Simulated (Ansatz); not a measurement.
## A vibration from a frozen displacement in BaZrO₃

The calculation used DFT PBE, scalar-relativistic, plane waves, PAW (Ansatz 0.2.0). Cutoff 420 eV, Γ-centred 6×6×6 k-points, Gaussian smearing of 0.05 eV. Spin–orbit coupling is left out, which matters for the heavy elements here. No spin polarisation. Energies are free energies at this smearing, counted from the undisturbed cell; pressure is positive in compression.

The undisturbed cell (as given, not relaxed at this level; it stands at 5.2 GPa, and it needn't be the usual structure):

```yaml
crystal:
  lattice:
    - [4.18150, 0.00000, 0.00000]
    - [0.00000, 4.18150, 0.00000]
    - [0.00000, 0.00000, 4.18150]
  atoms:
    - { symbol: Ba, position: [0.50000, 0.50000, 0.50000] }
    - { symbol: Zr, position: [0.00000, 0.00000, 0.00000] }
    - { symbol: O, position: [0.50000, 0.00000, 0.00000] }
    - { symbol: O, position: [0.00000, 0.50000, 0.00000] }
    - { symbol: O, position: [0.00000, 0.00000, 0.50000] }
```

Every Ba atom is moved by x along the Cartesian unit vector (0.707, -0.707, 0.000); the cell and all other atoms stay fixed. The cell's volume is 73.11 Å³; the moved atoms weigh 137.327 u together and the others 139.221 u. Some rows repeat others by symmetry and weren't run.

```csv
x (Å),ΔE (meV/cell),total force on the moved atoms along the move (eV/Å),pressure (GPa)
-0.2000,75.90,0.7915,5.9938
-0.1750,57.52,0.6792,5.8171
-0.1500,41.89,0.5723,5.6645
-0.1250,28.87,0.4699,5.5364
-0.1000,18.36,0.3714,5.4320
-0.0750,10.28,0.2758,5.3510
-0.0500,4.55,0.1826,5.2933
-0.0250,1.14,0.0909,5.2588
0.0000,0.00,0.0000,5.2473
0.0250,1.14,-0.0909,5.2588
0.0500,4.55,-0.1826,5.2933
0.0750,10.28,-0.2758,5.3510
0.1000,18.36,-0.3714,5.4320
0.1250,28.87,-0.4699,5.5364
0.1500,41.89,-0.5723,5.6645
0.1750,57.52,-0.6792,5.8171
0.2000,75.90,-0.7915,5.9938
```

Task: What frequency belongs to this motion?

Result: The force constant is k = −dF/dx = 3.637 eV/Å², from the parabola through x = -0.0250, 0 and 0.0250. In every cell the moved atoms swing against the rest, so the mass is μ = m₁m₂/(m₁ + m₂) = 69.134 u, and ν̃ = 521.5 cm⁻¹ × √(|k|/μ) = 120 cm⁻¹, at this cell's pressure of 5.2 GPa. The pattern needn't be a normal mode: ν̃² is then a weighted mean of the squared nonzero frequencies at the zone centre of this cell, taken without macroscopic field, so it lies between the lowest and the highest of them.

Task: How far does the harmonic law reach?

Result: At x = -0.200 Å, kx²/2 = 72.75 meV against the computed 75.90 meV (+4.3 %): the well is still close to harmonic there.

Task: The pressure changes with x². What does that say about the frequency under compression?

Result: With E = k(V)x²/2, k ∝ V^(−2γ) and x scaling with the cell as V^(1/3), P − P0 = −∂E/∂V = (2γ − 2/3) ΔE/V. At x = 0.0500 Å, V(P − P0) = 73.11 × 0.04607 / 160.2 eV = 21.02 meV and ΔE = 4.55 meV, so γ = 1/3 + V(P − P0)/(2ΔE) = 2.64. This is the Grüneisen parameter of the motion under uniform scaling of the cell: shrinking the cell evenly by 1 % in volume raises the frequency by about 2.64 %.